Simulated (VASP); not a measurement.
# Shielding tensors and field gradients of MgO, part 5 of 5

Aim: NMR shielding tensors and field gradients of MgO. The cell has space group P6_3/mmc, a computed entry that need not be the common form of this compound. The start is a computed cell from the Materials Project.

VASP 6.6.1, plane waves and PAW; the level of theory is named at each step.

So far. Step 2 (Relaxation): The forces stay under 1e-4 eV/Å. Step 3 (Ground state): The cell has a gap of 3.34 eV on this mesh and a pressure of -3.8 GPa, which holds the misfit of the given cell and coordinates with this functional, and any error of cutoff, mesh and data sets.

## (6) One more run (continued)

Level of this step: chemical shifts by linear response (GIPAW), LDA; plane waves and PAW (Mg, O) (VASP).

OUTCAR, selected parts (step 6):

```text
   ENCUT  =  150.0 eV  11.02 Ry    3.32 a.u.   3.48  3.48  4.17*2*pi/ulx,y,z

   NELECT =      16.0000    total number of electrons

  Total      -68.6462233    -68.6462233    -69.4169498      0.0000000      0.0000000      0.0000000
  in kB    -2500.7770120  -2500.7770120  -2528.8545227      0.0000000      0.0000000      0.0000000
  external PRESSURE =   -2510.1361823 kB  Pullay stress =       0.0000000 kB

 POSITION                                       TOTAL-FORCE (eV/Angst)
 -----------------------------------------------------------------------------------
     -0.00000      2.01286      1.04451         0.000000      0.000000      0.000000
      1.74319      1.00643      3.13353         0.000000     -0.000000      0.000000
     -0.00000      2.01286      3.13353        -0.000000     -0.000000      0.000000
      1.74319      1.00643      1.04451        -0.000000      0.000000      0.000000
 -----------------------------------------------------------------------------------
    total drift:                               -0.000000      0.000000     -0.000000

 Electric field gradients after diagonalization (V/A^2)
 (convention: |V_zz| > |V_xx| > |V_yy|)
----------------------------------------------------------------------
 ion       V_xx      V_yy      V_zz     asymmetry (V_yy - V_xx)/ V_zz
----------------------------------------------------------------------
   1       1.027     0.970    -1.997       0.029
   2       1.027     0.970    -1.997       0.029
   3       0.901     0.759    -1.660       0.086
   4       0.901     0.759    -1.660       0.086
----------------------------------------------------------------------

  ORBITAL MAGNETIC SUSCEPTIBILITY, excluding core contribution
 -------------------------------------------------------------
  Approximate magnetic susceptibility, pGv (10^-6 cm^3/mole)
     1        -27.005333          0.000000          0.000000
     2          0.000000        -26.941961          0.000000
     3          0.000000          0.000000        -26.534777
 -------------------------------------------------------------
  Approximate magnetic susceptibility, vGv (10^-6 cm^3/mole)
     1        -26.067149          0.000000          0.000000
     2          0.000000        -25.955185         -0.000000
     3          0.000000         -0.000000        -25.476613

  BDIR labels direction of applied magnetic field (i.e. B0)
  For BDIR==1, B0 along x-axis, etc.
  Induced field listed along cartesian directions for each BDIR
 ------------------------------------------------------------------------------------------
                 EXCLUDING G=0 CONTRIBUTION              INCLUDING G=0 CONTRIBUTION
 ------------------------------------------------------------------------------------------
  ion  BDIR            X           Y           Z                X           Y           Z
          (   iso_shield        span        skew ) (   iso_shield        span        skew )
 ------------------------------------------------------------------------------------------
    1     1     531.4538      0.0000      0.0000         542.5068      0.0000      0.0000
          2       0.0000    531.4550      0.0000           0.0000    542.4880     -0.0000
          3       0.0000      0.0000    499.9278           0.0000      0.0000    510.8320
          (     520.9455     31.5272     -0.9999 ) (     531.9422     31.6748     -0.9988 )

    2     1     531.4538      0.0000      0.0000         542.5068      0.0000      0.0000
          2       0.0000    531.4550      0.0000           0.0000    542.4880     -0.0000
          3       0.0000     -0.0000    499.9278           0.0000     -0.0000    510.8320
          (     520.9455     31.5272     -0.9999 ) (     531.9422     31.6748     -0.9988 )

    3     1     296.5880     -0.0000      0.0000         307.6410     -0.0000      0.0000
          2      -0.0000    296.5896      0.0000          -0.0000    307.6225      0.0000
          3      -0.0000      0.0000    290.7510          -0.0000      0.0000    301.6551
          (     294.6429      5.8386     -0.9995 ) (     305.6396      5.9859     -0.9938 )

    4     1     296.5880     -0.0000      0.0000         307.6410     -0.0000      0.0000
          2      -0.0000    296.5896      0.0000          -0.0000    307.6225      0.0000
          3      -0.0000      0.0000    290.7510          -0.0000      0.0000    301.6551
          (     294.6429      5.8386     -0.9995 ) (     305.6396      5.9859     -0.9938 )
 ------------------------------------------------------------------------------------------

[... 7 parts as in an earlier step ...]

[... 4 further parts left out ...]
```

Convergence was reached, but on settings outside the sound range, so the numbers are no properties of the crystal.

Against the sound run on this cell (sound settings) the energy at zero smearing moves by -143.4 meV an atom and the pressure by -245.18 GPa.

The fault in the input: cutoff far too low (ENCUT = 150). Raise ENCUT to at least the largest default of the data sets.

## (7) Summary

This step: chemical shifts by linear response (GIPAW), LDA; plane waves and PAW (VASP 6.6.1).

No new run; the numbers come from the runs before.

Isotropic shieldings. Cost is wall time times ranks on a shared host. Shieldings by setting:

```
                run  ENCUT (eV)  k mesh  Mg1, Wyckoff letter c (ppm)  O3, Wyckoff letter d (ppm)  cost (core minutes)
first shielding run         560   7x7x6                        523.8                       184.7                 12.3
       coarser mesh         560   2x2x2                        493.1                      -196.3                 1.13
```

## (8) Summary of results

- Mg, isotropic shielding: 523.8 ppm
- O, isotropic shielding: 184.7 ppm

**Reading.** At LDA, in the first shielding run, the isotropic shieldings are Mg 523.8 ppm; O 184.7 ppm. In the first shielding run the widest tensor is that of Mg1, with a span (largest less smallest principal value) of 36.3 ppm. The largest field gradient of that run is Vzz = -6.43 V/Å² at O3. Against the first shielding run, the one with coarser mesh moves the shieldings by at most 381 ppm. Shifts were not obtained, since a shift is the shielding of a reference compound, computed alike, less these values. The G = 0 term is the part set by the sample's shape, taken here for a sphere. No finer mesh was run, so convergence in it isn't shown. VASP's guide advises NLSPLINE for shieldings, which this input doesn't set; the effect wasn't tested. The cell has space group P6_3/mmc, a computed entry that need not be the common form of this compound. The given cell is kept, although it stands at -5.8 GPa at LDA and ENCUT = 560 eV, which holds the mismatch of the given cell with this functional, any error of the entry itself and any basis-set error; the relaxation of the atoms, at r2SCAN and ENCUT = 520 eV, gave -0.7 GPa. Not tabulated here, as repeats of values shown or as unfit to read for their mesh, reference level or band range: gaps (relaxation). The run with cutoff far too low isn't used: the basis can't carry the orbitals.

[Lines on the potential files, build, host, timing and source positions are cut from VASP's logs without a mark.]

[Logs are printed without paths, hosts, clocks, repeated set-up lines and the standing remarks that a program may print on its own settings, such as how far it seeks lower states.]

[Hosts, paths, dates, database ids (printed as entryN), source tags and the programs' standing remarks are cut or masked in the printed files.]
